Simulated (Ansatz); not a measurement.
**S (diamond type): how the settings move a single-point run**

Aim: see which settings change the result for S (diamond type), by how much, and at what cost.

Method: reference: DFT, PBE, all-electron LAPW, scalar-relativistic, in Ansatz 0.2.0.

1 further run of the same task is left out (it didn't finish).

### Step 1. The starting structure

The structure is trigonal, space group R-3m (No. 166). The conventional cell has a = 3.917 Å, b = 3.917 Å, c = 9.595 Å, α = 90.00°, β = 90.00°, γ = 120.00°. S (site symmetry 3m) has 1 S at 2.11 Å as nearest neighbours.

Structure file:

```cif
data_structure
_symmetry_space_group_name_H-M 'R-3m:H'
_symmetry_Int_Tables_number 166
_cell_length_a 3.9171
_cell_length_b 3.9171
_cell_length_c 9.5950
_cell_angle_alpha 90.000
_cell_angle_beta 90.000
_cell_angle_gamma 120.000
_cell_volume 127.50
loop_
_atom_site_label
_atom_site_type_symbol
_atom_site_symmetry_multiplicity
_atom_site_Wyckoff_symbol
_atom_site_fract_x
_atom_site_fract_y
_atom_site_fract_z
_atom_site_occupancy
S1 S 6 c 0.00000 0.00000 0.61000 1
```

### Step 2. Baseline

input.yaml

```yaml
crystal:
  lattice:
    - [0.0, 2.7698291284, 2.7698291284]
    - [2.7698291284, 0.0, 2.7698291284]
    - [2.7698291284, 2.7698291284, 0.0]
  atoms:
    - { symbol: S, position: [-0.17, -0.11, -0.11] }
    - { symbol: S, position: [0.17, 0.11, 0.11] }
kpoints:
  mp_grid: { grid: [9, 9, 9] }
scf:
  occupations: { method: fermi_dirac, width: 0.05 }
hamiltonian:
  xc: pbe
  pseudopotentials: { kind: all_electron, lapw: { basis_error: 0.001 } }
output:
  forces: true
  stress: true
  eigenvalues: true
  populations: true
```

On the command line:

```sh
$ ansatz run input.yaml --threads 1 --pin off --max-ram 2048MiB --backend cpu --events-out ev --progress --plain --runs-dir out
```

### Step 3. Changing settings: mp_grid.shift [0.5, 0.5, 0.5]

input.yaml: that of step 2 with these lines changed.

```diff
@@ -9,3 +9,3 @@
 kpoints:
-  mp_grid: { grid: [9, 9, 9] }
+  mp_grid: { grid: [9, 9, 9], shift: [0.5, 0.5, 0.5] }
 scf:
```

**Question.** What will these runs give? Wanted: for each run, ending; energy change; pressure; gap; force.

**Answer**, as computed:

```csv
run,ending,energy change,pressure (GPa),gap (eV),force (eV/Å),cycles,time
reference,converged,0,7.5,0.00,2.94,7,6.3 s
"1: mp_grid.shift [0.5, 0.5, 0.5]",converged,0.0 meV/atom,7.6,0.00,2.94,8,15 s
```

Residual by cycle in the longest SCF loop of each run; runs are numbered as in the table. The quantity is the density residual dr2, in eV.

```csv
cycle,reference,run 1
1,0.124,0.124
2,0.01,0.0578
3,0.00287,0.00281
4,3.4e-4,2.6e-4
5,1.4e-5,5.1e-5
6,2.1e-7,2.8e-6
7,1.9e-9,1.9e-7
8,-,1.5e-8
```

**Reading.** Changing the k-point mesh hardly moves the energy: 0.0 meV/atom. Cost: 8 SCF cycles against 7, 15 s against 6.3 s. Semilocal functionals close small gaps, so the missing gap need not be the real solid's.
